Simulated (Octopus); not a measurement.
An input for Octopus 16.4 (Ba):

The input run.py:

```python
from ase.calculators.octopus import Octopus, OctopusProfile
from ase.io import read

atoms = read('Ba.cif')
calc = Octopus(profile=OctopusProfile(command='octopus'), directory='.',
               CalculationMode='gs',
               ExperimentalFeatures='yes',
               PseudopotentialSet='pseudodojo_pbe',
               Spacing=[['0.18089106*angstrom', '0.18089106*angstrom', '0.18089106*angstrom']],
               DerivativesOrder=8,
               KPointsGrid=[[3, 3, 3]],
               KPointsUseSymmetries='yes',
               XCFunctional='hyb_gga_xc_hse03',
               AdaptivelyCompressedExchange='yes',
               SmearingFunction='fermi_dirac',
               Smearing='0.02*eV',
               ExtraStates=5,
               Eigensolver='chebyshev_filter',
               ConvRelDens='1e-6',
               MaximumIter=60,
               MixingScheme='anderson',
               )
atoms.calc = calc
energy = atoms.get_potential_energy()
print('energy (eV):', energy)
print('forces (eV/A):')
print(atoms.get_forces())
```

Ba.cif

```cif
data_Ba
_cell_length_a 4.34138535
_cell_length_b 4.34138535
_cell_length_c 4.34138535
_cell_angle_alpha 109.47122063
_cell_angle_beta 109.47122063
_cell_angle_gamma 109.47122063
_space_group_name_H-M_alt 'P1'
_space_group_name_Hall 'P 1'
_space_group_IT_number 1
loop_
_space_group_symop_operation_xyz
'x,y,z'
loop_
_atom_site_label
_atom_site_type_symbol
_atom_site_symmetry_multiplicity
_atom_site_Wyckoff_symbol
_atom_site_fract_x
_atom_site_fract_y
_atom_site_fract_z
_atom_site_occupancy
Ba1 Ba 1 a 0.0000000000 0.0000000000 0.0000000000 1
```

Potentials or basis: pseudodojo_pbe (PseudoDojo 0.5, PBE).

The run is started by

```sh
$ OMP_NUM_THREADS=1 python run.py
```

Task: Does this run start?

Result: The run stopped without a result. It printed:

octopus.out:

```text
Parser error: symbol 'anderson' used before being defined.
```

On the terminal:

```text
Traceback (most recent call last):
  File "<dir>", line 24, in <module>
  File "<dir>", line 1971, in get_potential_energy
  File "<dir>", line 25, in get_potential_energy
  File "<dir>", line 517, in get_property
  File "<dir>", line 336, in calculate
  File "<dir>", line 77, in execute
  File "<dir>", line 104, in run
  File "<dir>", line 413, in check_call
subprocess.CalledProcessError: Command '['octopus']' returned non-zero exit status 1.
```
